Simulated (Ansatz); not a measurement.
# two structures of Ag: a comparison of enthalpies under pressure

Computed with Ansatz 0.2.0 through its Python package.

Typed at the interpreter:
```pycon
>>> import warnings
>>> import ansatz as az
>>> import numpy as np
>>> XC = "pbe"
>>> ECUT = 460
>>> K_SPACING = 0.14
>>> SMEARING = "fermi_dirac"
>>> WIDTH_EV = 0.1
>>> def bcc(first, a):
...     return (
...         az.Lattice.bcc(a)
...         .space_group(229)
...         .atom(first, [0, 0, 0])
...         .primitive()
...     )
...
>>> def fcc(A, a):
...     return (
...         az.Lattice.fcc(a)
...         .space_group(225)
...         .atom(A, [0, 0, 0])
...         .primitive()
...     )
...
>>> def solve(name, crystal, pressure=0.0):
...     calc = (
...         crystal.calculation()
...         .functional(XC)
...         .basis(ECUT)
...         .kpoints(spacing=K_SPACING)
...         .occupations(SMEARING, width=WIDTH_EV)
...     )
...     calc = calc.relax(force_tolerance=0.03, max_steps=40, cell=True, pressure=pressure)
...     return calc.run()
...
>>> def volume_per_atom(outcome):
...     return abs(np.linalg.det(outcome.lattice.cell_ang)) / len(outcome.lattice.sites)
...
>>> warnings.simplefilter("ignore", az.DeckWarning)
>>> phases = {}
>>> phases["bcc"] = bcc("Ag", 3.24)
>>> phases["fcc"] = fcc("Ag", 4.09)
>>> # H = E + PV, with 1 eV per cubic angstrom equal to 160.2 GPa
>>> pressures = [0, 15, 30, 45]
>>> enthalpy, volume = {name: [] for name in phases}, {name: [] for name in phases}
>>> for p in pressures:
...     for name, crystal in phases.items():
...         o = solve(name, crystal, pressure=p)
...         volume[name].append(volume_per_atom(o))
...         enthalpy[name].append(o.report["energy_sigma0_ev"] / len(o.lattice.sites) + p * volume[name][-1] / 160.21766)
...
>>> gap = np.array(enthalpy["fcc"]) - np.array(enthalpy["bcc"])
>>> rows = [(p, va, vb, 1000 * d) for p, va, vb, d in zip(pressures, volume["bcc"], volume["fcc"], gap)]
>>> print("   P (GPa)  V bcc (A^3/atom)  V fcc (A^3/atom)  H(fcc) - H(bcc) (meV/atom)")
   P (GPa)  V bcc (A^3/atom)  V fcc (A^3/atom)  H(fcc) - H(bcc) (meV/atom)
>>> for row in rows:
...     print(f"{row[0]:10d}  {row[1]:16.3f}  {row[2]:16.3f}  {row[3]:+26.1f}")
...
         0            17.996            17.834                       -36.7
        15            15.951            15.872                       -47.1
        30            14.806            14.751                       -52.9
        45            14.012            13.969                       -57.2
>>> crossings = [p0 - g0 * (p1 - p0) / (g1 - g0) for p0, p1, g0, g1 in zip(pressures, pressures[1:], gap, gap[1:]) if g0 * g1 < 0]
>>> print("crossing near", [round(float(p), 1) for p in crossings], "GPa") if crossings else print("no crossing in this range")
no crossing in this range
```

Notes:
- At a fixed pressure a relaxation lowers the enthalpy F + PV, while F alone can rise.
- Only these two structures are compared, at zero temperature and with their symmetry kept; either may be hypothetical, and another phase may be lower than both. Differences under 10 to 15 meV an atom lie within the error of mesh and functional.
- The cells are prototypes set up for this calculation and needn't exist.
- Wall time of the script: 2.8 min on 1 thread of Arm Neoverse V1 (shared host), peak memory 0.44 GiB.
